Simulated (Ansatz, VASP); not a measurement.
Os: VASP beside Ansatz

```
Os
1.0
     0.00000    1.88665    1.94500
     1.88665    0.00000    1.94500
     1.88665    1.88665    0.00000
Os
1
Cartesian
  0.0000 0.0000 0.0000
```

Change from the starting cell: equal xx and yy strain of -3 %, crystal datasets.

Alike in both runs: task electric field gradients; functional PBEsol; k mesh 14 × 14 × 14; occupations fermi-dirac, width 0.05 eV; no spin polarisation.

```csv
,VASP,Ansatz
version,VASP 6.6.1,Ansatz 0.2.0
potentials or method,"VASP PAW PBE potentials, release 64 (Os), cutoff 520 eV","all-electron PAW with datasets made for the crystal, scalar-relativistic"
```

Ansatz gave:

* pressure (GPa): 3.4
* largest component of the traceless stress (GPa): 6.90
* Vzz of the field gradient on the site that differs most (V/Å²): 3.7

**Question.** What did VASP give for the same quantities?

**Answer.** Pressure (GPa): 4.0; largest component of the traceless stress (GPa): 6.91; Vzz of the field gradient on the site that differs most (V/Å²): 9.5.

Ansatz ran all-electron here, so the differences hold the error of VASP's frozen core and of both bases. Ansatz warned: «gradients_without_spin_orbit».

Caveats: the PAW data sets were made with another functional, which shifts forces and pressure a little (VASP). The runs have no spin-orbit coupling, so splittings on Os are missing.
